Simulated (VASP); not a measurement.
A convergence study with VASP on AlSb (zinc blende): one setting is varied, all else stays as given below, so the limit is that of these other settings.

```
AlSb
1.0
    0.00000     3.07000     3.07000
    3.07000     0.00000     3.07000
    3.07000     3.07000     0.00000
Al Sb
1 1
Direct
  0.00000   0.00000   0.00000
  0.25000   0.25000   0.25000
```

The numbers are results of PBE GGA, VASP's PBE PAW potentials (set 64) (plane waves; VASP), not measurements. The tightest run used: 550 eV cut-off, 16×16×16 Γ-centred mesh, tetrahedra with Blöchl corrections, potentials Al Sb.

Unless said otherwise, spin-orbit coupling is left out, though it shifts the bands of the heavy elements here. Gaps are read on the run's mesh, which can miss a band edge.

```csv
setting,E (eV/atom),pressure (GPa),gap on the mesh (eV),irreducible k-points
3×3×3 mesh,-3.8714,3.41,1.325,4
4×4×4 mesh,-4.0323,2.71,1.198,8
5×5×5 mesh,-4.0764,2.52,1.214,10
```

Question: These are the cheaper rows. Estimate the results at 16×16×16 mesh, and how far the last row shown lies from them.

Answer: 
| quantity | tightest run | last row shown is off by |
|---|---|---|
| E (eV/atom) | -4.0982 | 0.0218 |
| pressure (GPa) | 2.45 | 0.06 |
| gap on the mesh (eV) | 1.198 | 0.016 |

Left out are rungs that failed or repeat a setting and relaxations that didn't move; long series are thinned to 24 rows.

The compound is AlSb in the zinc blende structure. The cell was not relaxed at this level.
